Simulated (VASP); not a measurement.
# InAs (F-43m) under biaxial strain in the (111) plane, part 2 of 2

Strain engineering needs slopes: what does biaxial strain in the (111) plane do to the lattice and the band edges of InAs?

VASP 6.6.1, plane waves and PAW; the level of theory is named at each step.

So far. Step 5 (Band edges, r2SCAN with spin-orbit coupling): The run ends at a pressure of -0.62 GPa, with forces up to 0.0026 eV/Å.

### Step 6. All members

The other members went through these steps as far as the tables show, with the same cutoff and, step by step, the same mesh; 39 runs are not shown. The session took 8.5 core hours (wall time by ranks) on a shared machine.

```
in-plane strain (%)  strain along the normal (%)  in-plane stress, tension positive (GPa)  energy above the unstrained row (meV/atom)
             -2.000                        1.295                                   -2.439                                       8.435
             -1.500                        0.961                                   -1.806                                       4.700
             -1.000                        0.643                                   -1.185                                       2.064
             -0.500                        0.336                                   -0.579                                       0.511
                  0                        0.000                                   -0.006                                       0.000
              0.500                       -0.332                                    0.542                                       0.452
              1.000                       -0.626                                    1.097                                       1.882
              1.500                       -0.925                                    1.632                                       4.283
              2.000                       -1.216                                    2.145                                       7.618
```

Slopes at zero strain, from cubics through all rows: strain ratio -0.641, stress over strain 114 GPa.

Band edges at TB-mBJ with spin-orbit coupling, counted from the valence-band top at Γ, spin-orbit pairs averaged, with one row partly withheld:

```
in-plane strain (%)  gap (eV)  conduction band at Γ (eV)  Δ or X valley along z (eV)  Δ or X valley along x (eV)  lowest conduction level at L, [111] (eV)  lowest conduction level at L, [-111] (eV)  second valence level below the top (eV)  third valence level below the top (eV)
             -2.000     0.534                      0.534                       1.919                       1.919                                     1.764                                      1.382                                    0.122                                   0.453
             -1.500     0.533                      0.533                       1.980                       1.980                                     1.699                                      1.417                                    0.098                                   0.405
             -1.000     0.525                      0.525                       2.033                       2.033                                     1.635                                      1.449                                    0.070                                   0.366
             -0.500     0.513                      0.513                       2.077                       2.077                                     1.571                                      1.477                                    0.037                                   0.337
                  0     0.498                      0.498                       2.113                       2.113                                     1.506                                      1.506                                    0.000                                   0.314
              0.500     0.441                      0.441                       2.099                       2.099                                     1.402                                      1.493                                    0.039                                   0.336
              1.000     0.382                      0.384                       2.079                       2.079                                         ?                                      1.478                                    0.074                                   0.358
              1.500     0.324                      0.330                       2.054                       2.054                                     1.212                                      1.465                                    0.105                                   0.380
              2.000     0.270                      0.284                       2.028                       2.028                                     1.125                                      1.455                                    0.130                                   0.398
```

Conduction masses, in electron masses:

```
in-plane strain (%)  conduction mass at Γ, along the strain axis or the normal of the plane  conduction mass at Γ, across the strain axis or in the plane  L [111] mass, longitudinal  L [111] mass, transverse along [1-10]
             -2.000                                                                   0.051                                                         0.050                       2.366                                  0.141
             -1.500                                                                   0.050                                                         0.048                       2.320                                  0.141
             -1.000                                                                   0.048                                                         0.046                       2.227                                  0.139
             -0.500                                                                   0.045                                                         0.045                       2.157                                  0.138
                  0                                                                   0.043                                                         0.043                       2.115                                  0.138
              0.500                                                                   0.040                                                         0.041                       2.027                                  0.137
              1.000                                                                   0.037                                                         0.039                       1.971                                  0.136
              1.500                                                                   0.034                                                         0.038                       1.911                                  0.135
              2.000                                                                   0.032                                                         0.038                       1.851                                  0.134
```

### Step 7. Fit and prediction

The quantity to fit is the splitting of the lowest conduction levels at the L points ([111] less [-111]) at TB-mBJ with spin-orbit coupling: 0.383, 0.282, 0.185, 0.093, 0.000, -0.091, -0.253, -0.330 eV in the rows shown.

A least-squares parabola through the 8 rows shown, with d the strain along the axis less the strain across it, in %: E = 0.002106 d² + 0.1093 d − 2.53e-4 (eV), r.m.s. residual 4.9e-4 eV.

At d = -1.626 this predicts -0.1725 eV.

### Step 8. Prediction against calculation

The calculation gives -0.1734 eV, so the prediction is 0.0009 eV too high, within twice the residual of the fit.

The splitting is Ξu times 8/9 of d, with d as a fraction, so the linear term gives Ξu = 12.3 eV.

### Step 9. What came out

| Property | Result |
| --- | --- |
| ratio of normal to in-plane strain | -0.641 |
| biaxial modulus | 114 GPa |
| gap of the unstrained cell, TB-mBJ with spin-orbit coupling | 0.50 eV |
| shear deformation potential Ξu of the lowest conduction levels at L | 12.3 eV |
| error of the predicted row | 0.9 meV |

**Reading.** As a check, the curvature of the energy gives 113 GPa for the same modulus (energy per volume = M × strain²), 1 % from the slope of the stress. At TB-mBJ with spin-orbit coupling the lowest conduction valley is Γ throughout, and the gap runs between 0.27 and 0.53 eV. At r2SCAN with spin-orbit coupling the gap falls under 0.05 eV in some or all rows, where bands may have changed order, so that level, though run, gets no table. The gap at PBEsol is under 0.05 eV in some or all rows and is left out; the elastic columns come from such cells and can be uneven. Hole masses are left out throughout, since the top bands are degenerate or cross in many series; of conduction masses, those of the Γ, L and (for Si and Ge under (001) strain) Δ valleys are kept where they change by under an eighth between rows. TB-mBJ is a potential fitted for gaps; it has no energy functional, so its total energies and forces mean nothing, and its bands tend to come out too narrow. Δ or X levels are the lowest on their line, refined by a parabola unless they lie at X; the gap is read from all points sampled and can differ from the lowest valley by some meV, or by tens of meV where strain moves the valence top off Γ. Temperature, zero-point motion and excitons are left out.

[Lines on the potential files, build, host, timing and source positions are cut from VASP's logs without a mark.]

[Logs are printed without paths, hosts, clocks, repeated set-up lines and the standing remarks that a program may print on its own settings, such as how far it seeks lower states.]

[Hosts, paths, dates, database ids (printed as entryN), source tags and the programs' standing remarks are cut or masked in the printed files.]

[In band tables of VASP the shares of atoms and orbitals are scaled to a sum of 1 inside the atoms' spheres.]
